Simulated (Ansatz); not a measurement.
## NaF and the effect of the dispersion correction

The cell as given:

```cif
data_structure
_symmetry_space_group_name_H-M 'Fm-3m'
_symmetry_Int_Tables_number 225
_cell_length_a 4.6400
_cell_length_b 4.6400
_cell_length_c 4.6400
_cell_angle_alpha 90.000
_cell_angle_beta 90.000
_cell_angle_gamma 90.000
_cell_volume 99.90
loop_
_atom_site_label
_atom_site_type_symbol
_atom_site_symmetry_multiplicity
_atom_site_Wyckoff_symbol
_atom_site_fract_x
_atom_site_fract_y
_atom_site_fract_z
_atom_site_occupancy
Na1 Na 4 a 0.00000 0.00000 0.00000 1
F1 F 4 b 0.50000 0.00000 0.00000 1
```

Kept alike: task relaxation of cell and atoms; functional PBEsol; k mesh 10 × 10 × 10; occupations fermi-dirac, width 0.05 eV; no spin polarisation. Program: Ansatz, Ansatz PAW, cutoff 420 eV. The mesh is that of the run's cell of 2 atoms. No spin-orbit coupling.

| dispersion correction | band gap (eV) | volume (Å³/atom) |
| --- | --- | --- |
| D3(BJ) | 6.433 | 11.866 |
| D3(BJ)-ATM | 6.395 | 11.950 |
| D4 | 6.240 | 12.302 |
| none | 6.195 | 12.408 |

Gaps hold for each row's own relaxed cell. The relaxations keep at least the cell's symmetry (Fm-3m). Relaxations stop with a little pressure left, so the last digits of a volume or edge aren't settled. Ansatz's relaxations hold a Pulay term in the stress (up to 0.5 GPa here). A gap read on the mesh alone can miss an edge between its points. All rows use potentials made for PBE.

Task: What does the dispersion correction change here?

Result: The band gap runs from 6.195 (none) to 6.433 eV (D3(BJ)). The volume runs from 11.866 (D3(BJ)) to 12.408 Å³/atom (none). Against no correction: D3(BJ) -4.4 %; D3(BJ)-ATM -3.7 %; D4 -0.9 %. Dispersion terms mostly attract and so lower the volume; the schemes' coefficients and damping set how far.
